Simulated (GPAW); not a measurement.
# ZnS (F-43m) in GPAW: a series of runs, part 2 of 2

GPAW 26.7.0. The steps go on from the part before.

## 4. Equation of state, C09-vdW

Input file run.py:

```python
import spglib
from ase import Atoms
from ase.eos import EquationOfState
from ase.io import Trajectory, read
from ase.units import GPa
from gpaw import GPAW, PW

atoms = read('ZnS.cif')
cell, positions, numbers = spglib.find_primitive(
    (atoms.cell[:], atoms.get_scaled_positions(), atoms.numbers), symprec=1e-4)
atoms = Atoms(numbers, cell=cell, scaled_positions=positions, pbc=True)

traj = Trajectory('eos.traj', 'w')
volumes, energies = [], []
for x in [0.94, 0.96, 0.98, 1.0, 1.02, 1.04, 1.06]:
    a = atoms.copy()
    a.set_cell(atoms.cell * x**(1 / 3), scale_atoms=True)
    calc = GPAW(mode=PW(600),
                xc={'name': 'C09-vdW', 'backend': 'libvdwxc'},
                kpts={'size': (7, 7, 7), 'gamma': True},
                occupations={'name': 'fermi-dirac', 'width': 0.05},
                nbands=18,
                convergence={'density': 1e-05, 'energy': 1e-05},
                maxiter=150,
                txt=f'eos-{x:.2f}.txt')
    a.calc = calc
    energies.append(a.get_potential_energy(force_consistent=True))
    volumes.append(a.get_volume())
    calc.write(f'eos-{x:.2f}.gpw')
    traj.write(a)
    print(f'{x:.2f} {volumes[-1]:10.4f} A^3 {energies[-1]:14.6f} eV', flush=True)

v0, e0, B = EquationOfState(volumes, energies, eos='birchmurnaghan').fit()
print(f'V0 = {v0:.4f} A^3, E0 = {e0:.6f} eV, B0 = {B / GPa:.2f} GPa')
```

Input file ZnS.cif:

```cif
data_ZnS
_cell_length_a 5.40400000
_cell_length_b 5.40400000
_cell_length_c 5.40400000
_cell_angle_alpha 90.00000000
_cell_angle_beta 90.00000000
_cell_angle_gamma 90.00000000
_space_group_name_H-M_alt 'F-43m'
_space_group_name_Hall 'F -4 2 3'
_space_group_IT_number 216
loop_
_space_group_symop_operation_xyz
'x,y,z'
'y,-x,-z'
'-x,-y,z'
'-y,x,-z'
'x,-y,-z'
'y,x,z'
'-x,y,-z'
'-y,-x,z'
'z,x,y'
'-z,y,-x'
'z,-x,-y'
'-z,-y,x'
'-z,x,-y'
'z,y,x'
'-z,-x,y'
'z,-y,-x'
'y,z,x'
'-x,-z,y'
'-y,z,-x'
'x,-z,-y'
'-y,-z,x'
'x,z,y'
'y,-z,-x'
'-x,z,-y'
'x,y+1/2,z+1/2'
'y,-x+1/2,-z+1/2'
'-x,-y+1/2,z+1/2'
'-y,x+1/2,-z+1/2'
'x,-y+1/2,-z+1/2'
'y,x+1/2,z+1/2'
'-x,y+1/2,-z+1/2'
'-y,-x+1/2,z+1/2'
'z,x+1/2,y+1/2'
'-z,y+1/2,-x+1/2'
'z,-x+1/2,-y+1/2'
'-z,-y+1/2,x+1/2'
'-z,x+1/2,-y+1/2'
'z,y+1/2,x+1/2'
'-z,-x+1/2,y+1/2'
'z,-y+1/2,-x+1/2'
'y,z+1/2,x+1/2'
'-x,-z+1/2,y+1/2'
'-y,z+1/2,-x+1/2'
'x,-z+1/2,-y+1/2'
'-y,-z+1/2,x+1/2'
'x,z+1/2,y+1/2'
'y,-z+1/2,-x+1/2'
'-x,z+1/2,-y+1/2'
'x+1/2,y,z+1/2'
'y+1/2,-x,-z+1/2'
'-x+1/2,-y,z+1/2'
'-y+1/2,x,-z+1/2'
'x+1/2,-y,-z+1/2'
'y+1/2,x,z+1/2'
'-x+1/2,y,-z+1/2'
'-y+1/2,-x,z+1/2'
'z+1/2,x,y+1/2'
'-z+1/2,y,-x+1/2'
'z+1/2,-x,-y+1/2'
'-z+1/2,-y,x+1/2'
'-z+1/2,x,-y+1/2'
'z+1/2,y,x+1/2'
'-z+1/2,-x,y+1/2'
'z+1/2,-y,-x+1/2'
'y+1/2,z,x+1/2'
'-x+1/2,-z,y+1/2'
'-y+1/2,z,-x+1/2'
'x+1/2,-z,-y+1/2'
'-y+1/2,-z,x+1/2'
'x+1/2,z,y+1/2'
'y+1/2,-z,-x+1/2'
'-x+1/2,z,-y+1/2'
'x+1/2,y+1/2,z'
'y+1/2,-x+1/2,-z'
'-x+1/2,-y+1/2,z'
'-y+1/2,x+1/2,-z'
'x+1/2,-y+1/2,-z'
'y+1/2,x+1/2,z'
'-x+1/2,y+1/2,-z'
'-y+1/2,-x+1/2,z'
'z+1/2,x+1/2,y'
'-z+1/2,y+1/2,-x'
'z+1/2,-x+1/2,-y'
'-z+1/2,-y+1/2,x'
'-z+1/2,x+1/2,-y'
'z+1/2,y+1/2,x'
'-z+1/2,-x+1/2,y'
'z+1/2,-y+1/2,-x'
'y+1/2,z+1/2,x'
'-x+1/2,-z+1/2,y'
'-y+1/2,z+1/2,-x'
'x+1/2,-z+1/2,-y'
'-y+1/2,-z+1/2,x'
'x+1/2,z+1/2,y'
'y+1/2,-z+1/2,-x'
'-x+1/2,z+1/2,-y'
loop_
_atom_site_label
_atom_site_type_symbol
_atom_site_symmetry_multiplicity
_atom_site_Wyckoff_symbol
_atom_site_fract_x
_atom_site_fract_y
_atom_site_fract_z
_atom_site_occupancy
Zn1 Zn 4 c 0.2500000000 0.2500000000 0.2500000000 1
S1 S 4 a 0.0000000000 0.0000000000 0.0000000000 1
```

Potentials or basis: GPAW PAW data sets (gpaw-data 1.2.1), pw.

Run with:

```bash
$ OMP_NUM_THREADS=1 python run.py
```

What it wrote:

```text
__  _  _
 | _ |_)|_||  |
 |__||  | ||/\| - 26.7.0

Input parameters:
  mode=PW(ecut=600.0),
  convergence={'density': 1e-05, 'energy': 1e-05},
  kpts=MonkhorstPack(size=(7, 7, 7), gamma=True),
  maxiter=150,
  nbands=18,
  occupations=Occupations(name='fermi-dirac', width=0.05),
  xc=XC(name='C09-vdW', backend='libvdwxc')

Diagonalizing LCAO Hamiltonian
Converting LCAO to pw mode

           Zn

       S

Atoms  # Å, Bohr magnetons
|   | symbol |        x |        y |        z |    initial magnetic moments |
|---|--------|----------|----------|----------|-----------------------------|
| 0 |     Zn | 1.323421 | 1.323421 | 1.323421 | ( 0.0000,  0.0000,  0.0000) |
| 1 |      S | 0.000000 | 0.000000 | 0.000000 | ( 0.0000,  0.0000,  0.0000) |

Unit cell  # Å
| periodic |        x |        y |        z |  lengths |    angles |
|----------|----------|----------|----------|----------|-----------|
|      yes | 0.000000 | 2.646842 | 2.646842 | 3.743199 | 60.000000 |
|      yes | 2.646842 | 0.000000 | 2.646842 | 3.743199 | 60.000000 |
|      yes | 2.646842 | 2.646842 | 0.000000 | 3.743199 | 60.000000 |

Number of symmetries: 24
Symmetry operations  # r_c * U_cc + t_c -> r_c
|    | kind |            matrix            |
|----|------|------------------------------|
|  0 |  E   |  1, 0, 0,  0, 1, 0,  0, 0, 1 |
|  1 |  σ   |  1, 0, 0,  0, 0, 1,  0, 1, 0 |
|  2 |  σ   |  1, 0,-1,  0, 1,-1,  0, 0,-1 |
|  3 |  C3  |  1, 0,-1,  0, 0,-1,  0, 1,-1 |
|  4 |  C3  |  1,-1, 0,  0,-1, 1,  0,-1, 0 |
|  5 |  σ   |  1,-1, 0,  0,-1, 0,  0,-1, 1 |
|  6 |  σ   |  0, 1, 0,  1, 0, 0,  0, 0, 1 |
|  7 |  C3  |  0, 1, 0,  0, 0, 1,  1, 0, 0 |
|  8 |  C2  |  0, 1,-1,  1, 0,-1,  0, 0,-1 |
|  9 |  S4  |  0, 1,-1,  0, 0,-1,  1, 0,-1 |
| 10 |  C3  |  0, 0, 1,  1, 0, 0,  0, 1, 0 |
| 11 |  σ   |  0, 0, 1,  0, 1, 0,  1, 0, 0 |
| 12 |  S4  |  0, 0,-1,  1, 0,-1,  0, 1,-1 |
| 13 |  C3  |  0, 0,-1,  0, 1,-1,  1, 0,-1 |
| 14 |  S4  |  0,-1, 1,  1,-1, 0,  0,-1, 0 |
| 15 |  C2  |  0,-1, 1,  0,-1, 0,  1,-1, 0 |
| 16 |  C3  |  0,-1, 0,  1,-1, 0,  0,-1, 1 |
| 17 |  S4  |  0,-1, 0,  0,-1, 1,  1,-1, 0 |
| 18 |  S4  | -1, 1, 0, -1, 0, 1, -1, 0, 0 |
| 19 |  C3  | -1, 1, 0, -1, 0, 0, -1, 0, 1 |
| 20 |  C3  | -1, 0, 1, -1, 1, 0, -1, 0, 0 |
| 21 |  S4  | -1, 0, 1, -1, 0, 0, -1, 1, 0 |
| 22 |  σ   | -1, 0, 0, -1, 1, 0, -1, 0, 1 |
| 23 |  C2  | -1, 0, 0, -1, 0, 1, -1, 1, 0 |

BZ-sampling:
  Number of BZ points: 343
  Number of IBZ points: 20

  Monkhorst-Pack size: [7, 7, 7]
  Monkhorst-Pack shift: [0, 0, 0]

K-points  # in reciprocal-cell coordinates
|     |                                coordinates |     weight |
|-----|--------------------------------------------|------------|
|   0 | (  0.00000000,   0.00000000,   0.00000000) | 0.00291545 |
|   1 | (  0.14285714,   0.14285714,   0.00000000) | 0.01749271 |
|   2 | (  0.14285714,   0.14285714,   0.14285714) | 0.02332362 |
|   3 | (  0.28571429,   0.14285714,   0.14285714) | 0.03498542 |
|   4 | (  0.28571429,   0.28571429,   0.00000000) | 0.01749271 |
|   5 | (  0.28571429,   0.28571429,   0.14285714) | 0.06997085 |
|   6 | (  0.28571429,   0.28571429,   0.28571429) | 0.02332362 |
|   7 | (  0.42857143,  -0.28571429,  -0.28571429) | 0.03498542 |
|   8 | (  0.42857143,   0.28571429,  -0.42857143) | 0.13994169 |
|   9 | (  0.42857143,   0.28571429,  -0.28571429) | 0.06997085 |
| ... |                                            |            |
|  19 | (  0.42857143,   0.42857143,   0.42857143) | 0.02332362 |

Plane wave coefficients: 1259
Cutoff: 600.0 eV

Spin-components: 1 (collinear spins)
Bands:           18
Projectors:      11
Spin-degeneracy: 2
Datatype:        complex128

Parallelization:
  kpt:    1
  domain: 1
  band:   1

Density:
  Valence electrons: 18.0
  Components: 1
  Grid points: [24 24 24]
  Charge: 0.0  # |e|

Potential:
  Grid points: [24 24 24]

species:
  Zn:
    name:    Zinc
    Z:       30.0
    valence: 12
    core:    18
    charge:  0.0  # [|e|]
    compensation charges:
      type: gauss
      rc: 0.37  # [Å]
      lmax: 2
    cutoffs:
      filter: 2.14  # [Å]
      core: 2.28  # [Å]
    projectors
    | kind |    occ | energy [eV] | rcut [Å] |
    |------|--------|-------------|----------|
    |   4s |  2.000 |      -5.977 |    1.286 |
    |   4p |  0.000 |      -1.117 |    1.270 |
    |   3d | 10.000 |     -10.142 |    1.180 |
    |    s |        |      21.234 |    1.286 |
    |    p |        |      26.095 |    1.270 |
    |    d |        |      17.070 |    1.180 |

    Using partial waves for Zn as LCAO basis

  S:
    name:    Sulfur
    Z:       16.0
    valence: 6
    core:    10
    charge:  0.0  # [|e|]
    compensation charges:
      type: gauss
      rc: 0.24  # [Å]
      lmax: 2
    cutoffs:
      filter: 1.77  # [Å]
      core: 1.66  # [Å]
    projectors
    | kind |    occ | energy [eV] | rcut [Å] |
    |------|--------|-------------|----------|
    |   3s |  2.000 |     -17.254 |    0.974 |
    |   3p |  4.000 |      -7.008 |    0.979 |
    |    s |        |       9.957 |    0.974 |
    |    p |        |      20.203 |    0.979 |
    |    d |        |       0.000 |    0.900 |

    Using partial waves for S as LCAO basis

Reference energy: -59718.946550  # eV

eigensolver:
  PPCG
  Converge bands: occupied
  niter=2

density mixing:
  MSR1-Mixer
  Pratt-step length: 0.05
  Maximum mixing coefficient: 0.75
  Old densities: 10
  SVD Regularization: 0.005
  Good broyden scale: 1.0
  Trust region scale: 1.0
  Backstep threshold: 4.0
  History deletion threshold: 6.0
  Fourier metric: weight=20.0, sigma=0.015

occupation numbers:
  Fermi-Dirac:
    width: 0.0500  # eV

poisson solver:
  ecut: 4800.0  # eV

xc functional:
  name: vdW-C09 with libvdwxc
  Mode: serial
  Semilocal: GGA_X_C09X+LDA_C_PW with 2 nearest neighbor stencil
  Corresponding non-local functional: vdW-DF
  Local blocksize: 48 x 48 x 48
  PAW datasets: PBE

convergence criteria:
[... 6 lines left out ...]
|iter     | |      energy | eigst |  dens |
|---------|-|-------------|-------|-------|
|iter:   1| |   27.259408 | -0.07 |       |
|iter:   2| |   27.334772 | -1.78 | -1.21 |
|iter:   3| |   27.587842 | -1.51 | -1.25 |
|iter:   4| |   27.587560 | -2.70 | -1.82 |
|iter:   5| |   27.586447 | -3.79 | -2.27 |
|iter:   6| |   27.586504 | -4.39 | -3.05 |
|iter:   7| |   27.586490c| -5.30 | -3.65 |
|iter:   8| |   27.586485c| -6.29 | -3.96 |
|iter:   9| |   27.586485c| -8.45c| -5.04c|

Converged in 9 steps
Energy contributions relative to reference atoms: (reference = -59718.946550)

Energy contributions:
  Kinetic:          15.703802
  Coulomb:         -13.065478
  Zero:             -0.012173
  External:          0.000000
  Xc:               24.960334
  Entropy:          -0.000000
  Spinorbit:         0.000000
  ----------------------------
  Free energy:      27.586485
  Extrapolated:     27.586485

dipole moment: (-19.689078, -19.689078, -19.689078)  # |e|*Ang

Fermi level: 5.311
Eigenvalues  # (at kpt = [0.000, 0.000, 0.000])
| band index |      eig [eV] | occ [0-2] |
|------------|---------------|-----------|
|          0 |        -9.162 |     2.000 |
|          1 |        -2.334 |     2.000 |
|          2 |        -2.334 |     2.000 |
|          3 |        -2.334 |     2.000 |
|          4 |        -1.787 |     2.000 |
|          5 |        -1.787 |     2.000 |
[... 10 lines left out ...]
|         16 |        18.960 |     0.000 |
|         17 |        18.960 |     0.000 |

Gap: 2.340 eV
Transition (v -> c):
  (s=0, k=0, n=8, [0.00, 0.00, 0.00]) -> (s=0, k=0, n=9, [0.00, 0.00, 0.00])
No difference between direct/indirect transitions
# Writing to eos-0.94.gpw (mode='')
```

Wall time 61 s (1 thread of AMD EPYC 7B13 (Zen 3), shared host); peak memory 0.28 GiB.

Results:

```yaml
Equilibrium_volume: 19.69 Å³/atom
Bulk_modulus: 75 GPa
Pressure_derivative_of_the_bulk_modulus: "4.3 (rough: it moves with the points fitted)"
```

Energy against volume, from the lowest point:
```csv
volume (Å³/atom),energy (meV/atom)
18.543,17.22
18.938,7.06
19.332,1.51
19.727,0.00
20.121,2.06
20.516,7.45
20.910,15.83
```

Caveat: the PAW data sets were made with another functional, which shifts forces and pressure a little.

## 5. Summary

```csv
task,level,potentials or basis,band path,band points,V0 of scaled cells (Å³/atom),B0 (GPa)
equation of state,WC,"PAW data sets generated in the run's folder for this functional, pw",-,-,19.20,80
band structure,TASK,"GPAW PAW data sets (gpaw-data 1.2.1), pw","GXWKGLUWLK,UX",60,-,-
equation of state,C09-vdW,"GPAW PAW data sets (gpaw-data 1.2.1), pw",-,-,19.69,75
```

Alike in all rows: no spin polarisation; cell as given; k mesh 7 × 7 × 7; cutoff (eV) 600; smearing fermi-dirac 0.05 eV.

Caveats: the PAW data sets were made with another functional, which shifts forces and pressure a little (some runs).

Total energies depend on the potentials used, so only differences within one code and one set of settings carry meaning.

## 6. How close it comes

Step 2. Measured bulk modulus of ZnS: 76.9 GPa (quoted in “Electronic, vibrational, and thermodynamic properties of ZnS (zincblende and rocksalt structure)”, 2009, arxiv:0911.5022). This calculation gives 80 GPa (+3.5 %). The fit is for a static lattice scaled at fixed shape and fixed fractional positions.

Step 3. A measured gap of ZnS is 3.85 eV (direct; 19 K; quoted in “Electronic, vibrational, and thermodynamic properties of ZnS (zincblende and rocksalt structure)”, 2009, arxiv:0911.5022); the calculated 3.77 eV misses it by -0.08 eV. The value is that of TASK, without temperature or zero-point motion.

Step 4. A measured bulk modulus of ZnS is 76.9 GPa (quoted in “Electronic, vibrational, and thermodynamic properties of ZnS (zincblende and rocksalt structure)”, 2009, arxiv:0911.5022); the calculated 75 GPa misses it by -3.0 %. The fit is for a static lattice scaled at fixed shape and fixed fractional positions.
